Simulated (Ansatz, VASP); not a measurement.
## One calculation of Au, two programs

POSCAR

```
Au
1.0
    0.0000000000      2.0199312500      2.0455000000
    2.0710687500      0.0000000000      2.0455000000
    2.0710687500      2.0199312500      0.0000000000
Au
1
Direct
    0.0000000000      0.0000000000      0.0000000000
```

INCAR.step1

```
  PREC = Accurate
  ENCUT = 520
  ISMEAR = 0
  SIGMA = 0.15
  LREAL = F
  LASPH = T
  NELM = 100
  NBANDS = 12
  GGA = PE
  ALGO = Normal
  EDIFF = 1E-4
  LWAVE = T
  LCHARG = F
```

The input INCAR.step2:

```
  PREC = Accurate
  ENCUT = 520
  EDIFF = 1E-6
  ISMEAR = 0
  SIGMA = 0.15
  LREAL = F
  LASPH = T
  NELM = 100
  ALGO = Normal
  ISIF = 2
  LWAVE = F
  LCHARG = F
  METAGGA = R2SCAN
  LMIXTAU = T
  NBANDS = 12
  ISTART = 1
```

KPOINTS

```
Automatic mesh
0
Gamma
  14 14 14
```

Input for Ansatz:

```yaml
crystal:
  lattice:
    - [0.0, 2.01993125, 2.0455]
    - [2.07106875, 0.0, 2.0455]
    - [2.07106875, 2.01993125, 0.0]
  atoms:
    - { symbol: Au, position: [0.0, 0.0, 0.0] }
basis:
  ecutwfc: 500
kpoints:
  mp_grid: { grid: [14, 14, 14] }
hamiltonian:
  xc: r2scan
scf:
  occupations: { method: gaussian, width: 0.15 }
output:
  forces: true
  stress: true
  eigenvalues: true
```

Change from the starting cell: strain +0.0125 x Voigt [1, -1, 0, 0, 0, 0], atoms carried along.

Alike in both runs: task single point; functional r2SCAN; k mesh 14 × 14 × 14; occupations gaussian, width 0.15 eV; no spin polarisation.

```csv
,VASP,Ansatz
version,VASP 6.6.1,Ansatz 0.2.0
potentials or method,"VASP PAW PBE potentials, release 64 (Au)","scalar-relativistic, plane waves, PAW"
plane-wave cutoff (eV),520,500
valence electrons in the cell,11,19
```

Ansatz gave:

```
gap on the k mesh at the Fermi level (eV)       : none
pressure (GPa)                                  : 4.0
largest component of the traceless stress (GPa) : 0.28
```

Task: What did VASP give for the same quantities?

Result: gap on the k mesh at the Fermi level (eV): none; pressure (GPa): 4.3; largest component of the traceless stress (GPa): 0.29.

A gap of «none» marks a metal or a gap that the smearing closes. With one functional, cell and mesh, what is left measures potentials, basis and numerics. The two sets of potentials don't hold the same shells in valence.

Caveats: the PAW data sets were made with another functional, which shifts forces and pressure a little (VASP). The runs have no spin-orbit coupling, so splittings on Au are missing.
